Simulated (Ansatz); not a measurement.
GaAs:

```
Ga As
1.0
     3.60640    0.00000    0.00000
    -1.80320    3.12324    0.00000
     0.00000    0.00000    3.57319
Ga As
1 1
Cartesian
  0.0000 2.0822 1.7866
  0.0000 0.0000 0.0000
```

The cell was built by a generator and needn't be a form met in nature.

A run of Ansatz 0.2.0 on this cell left the log below. Logs are shortened: lines on timing, memory, paths and dates and some standing lists are left out, and cuts for length are marked.

```text
Warning: output.stress: scf.convergence.dr2_threshold = 1e-7 eV (the SCF's general default) is looser than the 2e-10 eV advised for a printed stress (1e-10 eV for each atom of the cell: 2). What an SCF threshold leaves in a stress goes as its square root, and in the free energy as the threshold itself, and one threshold admits the most on a small cell: of the crystals measured, under no hybrid functional and no lock of the moments, on runs that ended without the residual-converged pass, on stresses that held no estimate of that error, the worst erred by over 100 MPa in a component at 1e-7 eV an atom and by under 5 at 1e-10. Set scf.convergence.dr2_threshold to 2e-10 eV or tighter. The threshold is an SCF's pass mark: one that does not reach it within its budget of iterations ends unconverged, or closes short of it on a stop that the run arms, and scf.convergence.dr2_threshold's page says what that costs each kind of run
Warning: output.stress: scf.exx.energy_threshold = 1e-6 eV is looser than the 2e-8 eV advised for a stress under a hybrid functional (1e-8 eV for each atom of the cell: 2). Every SCF of the exchange loop can meet its threshold on dr2 while the loop round them stops early: no threshold on dr2 bounds what that leaves in the stress. Set scf.exx.energy_threshold to 2e-8 eV or tighter. The threshold is the loop's pass mark: a loop that does not reach it within its budget of cycles ends unconverged, and scf.exx.energy_threshold's page has the law
scf.n_extra_bands = 6 over 14 filled bands (N_el = 28.0): the run solves 20 bands
GPUs: using 1 of 1 available (devices: 1).
Engine: ansatz 0.2.0, x86_64-unknown-linux-gnu
Pseudopotentials: kind: paw
Pseudopotential: Ga, paw, valence charge 13, recommended cutoff 420 eV (normal), Ga.paw.azcp
Pseudopotential: As, paw, valence charge 15, recommended cutoff 420 eV (normal), As.paw.azcp
Functional definition: unnamed
  parameter a_1 = 0.25
  parameter omega_1 = 0.3/angstrom
  exchange = pbe_x + (-a_1)*pbe_x_sr(omega_1) + a_1*exact_x_sr(omega_1)
  correlation = pbe_c
device memory: the entry about to start is reckoned to put 0.5 GiB on a device that reports 30.4 GiB free (of which the cap on the GPU budget leaves the run 18.0 GiB)
GPU FFT provider: cuFFT
GPU libraries: cuBLAS 13.8.2, cuFFT 12.4.0, cuSOLVER 12.3.4
Crystal: 2 atoms, lattice volume = 40.247 Å³
Basis set: ecut = 420 eV, 767 PW (Γ), exchange–correlation on 50×50×48 points (8 copies of the dense FFT grid, shifted against one another)
Bands: 20, of which v1, the nominal top of the filled ones, is band 14 counted from 1 (13 counted from 0)
Symmetry: 12 space group operations
Space group: P-6m2 (ITA 187), of the structure as read, at distance tolerance 3.4e-5 Å
k-points: 15 of 100 (time reversal used)
Non-local potential: Ga, projectors of the file, l = 0: 2, l = 1: 2, l = 2: 3, l = 3: 1
Non-local potential: As, projectors of the file, l = 0: 2, l = 1: 2, l = 2: 3, l = 3: 1
PAW form: soft (Blöchl's): semilocal exchange-correlation on the pseudo side does not see the compensation charge
PAW frozen core: Ga, regenerated for the run's functional, and the local potential with it (the file was generated under x = pbe(κ = 0.804, μ = 0.2195149727645171), c = pbe(β = 0.06672455060314922))
[... 64 lines left out ...]
Harris-Foulkes:  -8640.280932 eV  (|F-HF|=2.23e-9)
Internal energy: -8640.269172 eV  (E = F + TS)
E sigma→0 (E₀):  -8640.275052 eV
Entropy (-TS):   -0.011759 eV (-5.880 meV/atom)
Fermi energy:    10.000521 eV
--- Per-component energies (eV) ---
  E_band       = -337.839407
  E_kinetic    = 215.300238
  E_local      = -3454.481545  (includes V_loc(G=0)·N_el)
  E_nonlocal   = -246.385696
  E_hartree    = 1768.489436
  E_xc         = -121.323630
  E_vxc        = -111.253098  (∫ρ·V_xc dr)
  E_exx        = -103.815455  (= α·E_x^exact, valence–valence)
  E_paw        = -3746.542060  (= ΣΔE_a)
  E_vpaw       = -70.368088  (= ΣTr[D̂ρ^β])
  E_aug_tail   = -0.000102  (compensation charges beyond the density's cutoff)
  E_ewald      = -2950.840621
  E_core_change = -0.669740  (= ΣΔE_core)
  E_smearing   = -0.011759  (= −TS)
  E_closure    = 0.000003  (closes the sum)
  Σ components = -8640.280932   (vs F -8640.280932, Δ=0.00e0)
--- Forces (eV/Å), atoms counted from 1 ---
  atom   1  Ga     0.00000000     0.00000000     0.00000000
  atom   2  As     0.00000000    -0.00000000     0.00000000
  max |Σ_I F_I| component: 2.31e-18 eV/Å
--- Stress (GPa, compression-positive) ---
       -0.471570       0.000000       0.000000
       -0.000000      -0.471570       0.000000
        0.000000       0.000000      -5.466524
  P = ⅓ Tr σ = -2.1366 GPa (-21.366 kbar)
--- Band table (eV; the first three rows and the last of 15) ---
  k-point 0: bands = ["-29.2973", "-29.2954", "-29.2954", "-29.2907", "-29.2907", "-7.8013", "-7.8013", "-7.7729", "-7.7375", "-7.7375", "-4.6133", "7.9264", "8.5735", "10.2859", "10.2859", "15.3883", "15.4674", "15.4674", "19.3031", "21.2432"]
  k-point 1: bands = ["-29.2962", "-29.2962", "-29.2948", "-29.2907", "-29.2907", "-7.7975", "-7.7975", "-7.7493", "-7.7493", "-7.7450", "-3.9347", "3.3554", "10.8541", "10.8541", "12.3836", "15.8769", "15.8769", "17.5741", "19.4206", "20.0843"]
  k-point 2: bands = ["-29.2970", "-29.2970", "-29.2923", "-29.2906", "-29.2906", "-7.7934", "-7.7934", "-7.7612", "-7.7612", "-7.7188", "-2.7539", "0.6451", "11.6409", "11.6409", "14.8734", "15.4321", "15.9593", "15.9593", "19.6877", "19.6877"]
  k-point 14: bands = ["-29.2989", "-29.2980", "-29.2907", "-29.2885", "-29.2868", "-7.8450", "-7.7983", "-7.7881", "-7.7586", "-7.6841", "-0.5286", "4.4189", "5.1266", "6.0827", "8.1592", "10.4337", "17.5610", "19.1744", "22.7144", "24.5032"]
```

**Question.** What input gives this log?

**Answer.** Band structure with HSE03, no spin polarisation. The files as run (others can give the same):

input
```
crystal:
  lattice:
    - [3.60640121, 0.0, 0.0]
    - [-1.8032006, 3.12323506, 0.0]
    - [0.0, 0.0, 3.57319416]
  atoms:
    - { symbol: Ga, position: [0.33333333, 0.66666667, 0.5] }
    - { symbol: As, position: [0.0, 0.0, 0.0] }
hamiltonian:
  xc: { exchange: pbe, correlation: pbe, exx: { coeff: 0.25, omega: 0.3 } }
  pseudopotentials: { kind: paw }
kpoints:
  mp_grid: { grid: [5, 5, 4] }
  band_path:
    path:
      - [[0.0, 0.0, 0.0], [0.5, 0.0, 0.0], [0.3333333333, 0.3333333333, 0.0], [0.0, 0.0, 0.0], [0.0, 0.0, 0.5], [0.5, 0.0, 0.5], [0.3333333333, 0.3333333333, 0.5], [0.0, 0.0, 0.5]]
      - [[0.5, 0.0, 0.5], [0.5, 0.0, 0.0]]
      - [[0.3333333333, 0.3333333333, 0.0], [0.3333333333, 0.3333333333, 0.5]]
    npoints: 4
scf:
  occupations: { method: fermi_dirac, width: 0.05 }
  n_extra_bands: 6
output:
  forces: true
  stress: true
  eigenvalues: true
  fatbands: false
```

Caveat: the k mesh is coarse (spacing up to 0.44 Å⁻¹), so the values aren't converged, least of all with exact exchange; the PAW data sets come from PBE, with cores solved anew for the run's functional, which leaves a small shift of forces and pressure; the thresholds are loose for stress.
